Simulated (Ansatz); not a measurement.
## Molecular dynamics of CaF2

Input file:

```yaml
accuracy: low
crystal:
  lattice:
    - [7.726144, 0.0, 0.0]
    - [0.0, 5.463209, 0.0]
    - [0.0, 0.0, 17.794608]
  atoms:
    - { symbol: Ca, position: [0.0, 0.0, 0.0561968] }
    - { symbol: F, position: [0.25, 0.25, 0.0561968] }
    - { symbol: F, position: [0.9932567, 0.2994565, 0.14494232] }
    - { symbol: Ca, position: [0.73275586, 0.50854763, 0.14584548] }
    - { symbol: F, position: [1.01302445, 0.77425947, 0.16137196] }
    - { symbol: F, position: [0.25, 0.75, 0.0561968] }
    - { symbol: Ca, position: [0.23612398, 0.49829391, 0.15926175] }
    - { symbol: F, position: [0.49303446, 0.74736648, 0.16730507] }
    - { symbol: F, position: [0.75, 0.75, 0.0561968] }
    - { symbol: Ca, position: [0.5, 0.0, 0.0561968] }
    - { symbol: F, position: [0.75, 0.25, 0.0561968] }
    - { symbol: F, position: [0.49548393, 0.22746697, 0.15734995] }
    - { symbol: Ca, position: [0.50809455, -0.01142556, 0.2673128] }
    - { symbol: F, position: [0.7839361, 0.27945762, 0.25576771] }
    - { symbol: F, position: [0.51554407, 0.25137386, 0.36164643] }
    - { symbol: Ca, position: [0.25283271, 0.50264054, 0.35931023] }
    - { symbol: F, position: [0.51195204, 0.72257075, 0.35750238] }
    - { symbol: F, position: [0.77174964, 0.75747015, 0.25755943] }
    - { symbol: Ca, position: [0.75230908, 0.50546059, 0.35593748] }
    - { symbol: F, position: [0.0004824, 0.75839264, 0.38210224] }
    - { symbol: F, position: [0.23737309, 0.74973497, 0.26365048] }
    - { symbol: Ca, position: [1.0009139, 0.00283172, 0.27453336] }
    - { symbol: F, position: [0.25137975, 0.2516295, 0.25800449] }
    - { symbol: F, position: [0.0047121, 0.29194272, 0.36418404] }
basis:
  ecutwfc: 420.0
kpoints:
  mp_grid: { grid: [1, 2, 1] }
hamiltonian:
  xc: lda
  pseudopotentials: { kind: paw, azcp: { folder: soft_1 } }
scf:
  occupations: { method: fermi_dirac, width: 0.05 }
  lower_state_search: "off"
md:
  timestep: 2
  n_steps: 300
  ensemble: nve
  temperature: 1000.0
  initial_velocities: maxwell_boltzmann
  seed: 473073
  constraints: [{ sites: [0, 1, 5, 8, 9, 10] }]
```

Run as:

```bash
$ ansatz run input.yaml --threads 2 --pin off --max-ram 5120MiB --backend cpu --events-out ev --progress --plain --runs-dir out
```

It goes on from the last frame of an earlier run, with new velocities.

Output, in part (step lines):

```
md step     0: t =     0.00 fs  T =  1000.0 K  F+E_penalty+E_count = -26927.57598823 eV  E_kin = 2.326680 eV  conserved = -26925.24930825 eV  (11 SCF iters)
md step     1: t =     2.00 fs  T =  1003.8 K  F+E_penalty+E_count = -26927.58484491 eV  E_kin = 2.335415 eV  conserved = -26925.24942987 eV  (8 SCF iters)
md step     2: t =     4.00 fs  T =   986.3 K  F+E_penalty+E_count = -26927.54418607 eV  E_kin = 2.294905 eV  conserved = -26925.24928131 eV  (8 SCF iters)
md step     3: t =     6.00 fs  T =   949.0 K  F+E_penalty+E_count = -26927.45688429 eV  E_kin = 2.208036 eV  conserved = -26925.24884877 eV  (8 SCF iters)
md step     4: t =     8.00 fs  T =   895.0 K  F+E_penalty+E_count = -26927.33048352 eV  E_kin = 2.082354 eV  conserved = -26925.24812932 eV  (8 SCF iters)
md step     5: t =    10.00 fs  T =   829.5 K  F+E_penalty+E_count = -26927.17711529 eV  E_kin = 1.929967 eV  conserved = -26925.24714781 eV  (4 SCF iters)
md step     6: t =    12.00 fs  T =   759.4 K  F+E_penalty+E_count = -26927.01291759 eV  E_kin = 1.766926 eV  conserved = -26925.24599174 eV  (4 SCF iters)
md step     7: t =    14.00 fs  T =   692.8 K  F+E_penalty+E_count = -26926.85661337 eV  E_kin = 1.611815 eV  conserved = -26925.24479803 eV  (4 SCF iters)
[... lines left out ...]
md step   300: t =   600.00 fs  T =   597.2 K  F+E_penalty+E_count = -26926.63610867 eV  E_kin = 1.389461 eV  conserved = -26925.24664721 eV  (7 SCF iters)
```

The steps, from the saved trajectory:

```tsv
time (fs)	T (K)	potential energy less start (eV)	conserved less start (meV/atom)
0.0	1000	0.000	0.00
20.0	587	0.968	0.27
40.0	879	0.282	0.05
60.0	515	1.134	0.20
80.0	725	0.642	0.10
100.0	658	0.798	0.15
120.0	523	1.114	0.16
140.0	667	0.777	0.12
160.0	696	0.711	0.14
180.0	583	0.973	0.15
200.0	591	0.955	0.14
220.0	762	0.557	0.11
240.0	732	0.626	0.14
260.0	692	0.719	0.13
280.0	586	0.968	0.18
300.0	827	0.404	0.06
320.0	585	0.970	0.19
340.0	715	0.665	0.09
360.0	576	0.990	0.18
380.0	774	0.528	0.10
400.0	708	0.682	0.12
420.0	797	0.473	0.05
440.0	612	0.906	0.19
460.0	816	0.429	0.06
480.0	574	0.994	0.18
500.0	661	0.790	0.11
520.0	545	1.061	0.16
540.0	669	0.772	0.10
560.0	865	0.315	0.08
580.0	688	0.731	0.16
600.0	597	0.940	0.11
```

All steps were run. The conserved energy stayed within 0.27 meV per atom of its start (net change 0.11 meV per atom), so the integration is sound. A run of 0.6 ps of so small a system gives no equilibrium averages. Limits of this set-up: coarse k mesh, thin slab, slab without dipole correction, PAW files made for another functional, low accuracy level.

Mean squared displacements from the first frame to the last: Ca 0.08 Å², F 0.13 Å².

Last frame:

```xyz
24
Lattice="7.7261 0.0000 0.0000 0.0000 5.4632 0.0000 0.0000 0.0000 17.7946" Properties=species:S:1:pos:R:3
Ca 0.000 0.000 1.000
F 1.931 1.366 1.000
F 7.773 1.173 2.804
Ca 5.831 2.733 2.962
F 7.778 3.816 3.263
F 1.931 4.097 1.000
Ca 2.089 2.804 2.874
F 4.035 4.049 2.909
F 5.795 4.097 1.000
Ca 3.863 0.000 1.000
F 5.795 1.366 1.000
F 3.806 1.327 2.769
Ca 3.862 -0.366 4.806
F 5.949 1.048 4.474
F 4.108 1.030 6.381
Ca 1.718 2.529 6.257
F 3.789 3.536 6.755
F 5.657 4.002 4.902
Ca 5.633 2.414 6.503
F -0.145 3.819 6.670
F 2.017 4.116 4.840
Ca 7.663 -0.150 4.847
F 1.958 1.117 4.704
F -0.251 1.228 6.700
```

The run took 15 min on 2 threads of Arm Neoverse V1, with other jobs on the host, peak memory 1.1 GiB.
